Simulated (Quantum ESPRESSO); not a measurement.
TiO2:

```
Ti O
1.0
     4.59984    0.00000    0.00000
     0.00000    4.59984    0.00000
     0.00000    0.00000    2.95921
Ti O
2 4
Direct
  0.00000 0.00000 0.50000
  0.50000 0.50000 0.00000
  0.30432 0.30432 0.50000
  0.19568 0.80432 0.00000
  0.80432 0.19568 0.00000
  0.69568 0.69568 0.50000
```

The cell is a database's computed one.

```yaml
Program: Quantum ESPRESSO 7.5
Task: relaxation of cell and atoms
Functional: AM05
Dispersion: D4
Potentials_or_basis: PseudoDojo 0.4.1 SR PBE standard
Cutoff: 1143 eV
Density_cutoff: 4572 eV
k_mesh: 5 × 5 × 8
Occupations: fermi-dirac, width 0.05 eV
Spin: no spin polarisation
```

At the start: pressure -4.8 GPa; volume 10.44 Å³/atom.

Problem. How do energy, volume and symmetry change on relaxing?

Solution. Over 12 steps the energy falls by 3.3 meV/atom and the volume is 10.24 Å³/atom (-1.9 %); space group P4_2/mnm (No. 136, to 0.05 Å).

The path:
```
step  energy change (eV)  largest force (eV/Å)  pressure (GPa)  volume (Å³)
   1              0.0000                0.1189           -4.82        62.61
   2             -0.0034                0.0889           -4.40        62.51
   3             -0.0088                0.0344           -3.59        62.33
   4             -0.0139                0.0323           -2.47        62.07
   5             -0.0172                0.0909           -1.16        61.76
   6             -0.0183                0.1150            0.13        61.44
   7             -0.0185                0.1089            0.10        61.44
   8             -0.0187                0.0971            0.07        61.44
   9             -0.0190                0.0803            0.02        61.44
  10             -0.0193                0.0592           -0.04        61.44
  11             -0.0195                0.0353           -0.10        61.45
  12             -0.0196                0.0098           -0.17        61.45
```

Final structure:
```
Ti O
1.0
     4.57589    0.00000    0.00000
     0.00000    4.57589    0.00000
     0.00000    0.00000    2.93453
Ti O
2 4
Direct
  0.00000 0.00000 0.50000
  0.50000 0.50000 0.00000
  0.30461 0.30461 0.50000
  0.19539 0.80461 0.00000
  0.80461 0.19539 0.00000
  0.69539 0.69539 0.50000
```

Caveat: the potentials were made for another functional, which shifts forces and pressure.
